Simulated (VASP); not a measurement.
ZnSnN2:

```
Zn Sn N
1.0
     4.62050    0.00000    0.00000
     0.00000    4.62050    0.00000
     0.00000    0.00000    3.63524
Zn Sn N
1 1 2
Direct
  0.00000 0.00000 0.50000
  0.50000 0.50000 0.00000
  0.50000 0.00000 0.50000
  0.00000 0.50000 0.50000
```

The cell was built by a generator and needn't be a form met in nature.

| Property | Result |
| --- | --- |
| Program | VASP 6.6.1 |
| Task | relaxation of cell and atoms |
| Functional | PBE |
| Potentials or basis | VASP PAW PBE potentials, release 64 (Zn, Sn_d, N) |
| Cutoff | 520 eV |
| k mesh | 4 × 4 × 4 |
| Occupations | gaussian, width 0.15 eV |
| Spin | no spin polarisation |

At the start: pressure -19.6 GPa; volume 19.40 Å³/atom.

Question: Where does the relaxation end?

Answer: Over 11 steps the energy falls by 626.6 meV/atom and the volume is 12.77 Å³/atom (-34.2 %); space group P4/mmm (No. 123, to 0.05 Å).

Step by step:
```tsv
step	energy change (eV)	largest force (eV/Å)	pressure (GPa)	volume (Å³)
1	0.0000	0.0000	-19.61	77.61
2	15.3435	0.0000	4.00	53.78
3	-0.3934	0.0000	0.70	57.04
4	-2.2068	0.0000	-11.22	57.68
5	-2.4336	0.0000	-5.39	53.80
6	-2.4771	0.0000	-1.48	51.91
7	-2.4575	0.0000	6.24	48.25
8	-2.5027	0.0000	0.93	50.83
9	-2.5025	0.0000	0.57	50.96
10	-2.5058	0.0000	-1.03	51.13
11	-2.5064	0.0000	-0.43	51.08
```

Final structure:
```xyz
4
Lattice="4.0104 0.0000 0.0000 0.0000 4.0104 0.0000 0.0000 0.0000 3.1759" Properties=species:S:1:pos:R:3 pbc="T T T"
Zn    0.0000    0.0000    1.5879
Sn    2.0052    2.0052    0.0000
N     2.0052    0.0000    1.5879
N     0.0000    2.0052    1.5879
```

Caveat: the k mesh is coarse (spacing up to 0.43 Å⁻¹), so the values aren't converged; the volume moved by over 15 % at a fixed basis, so the end points are rough; the relaxation stopped at a loose force limit of 0.08 eV/Å, so its end isn't a converged minimum.
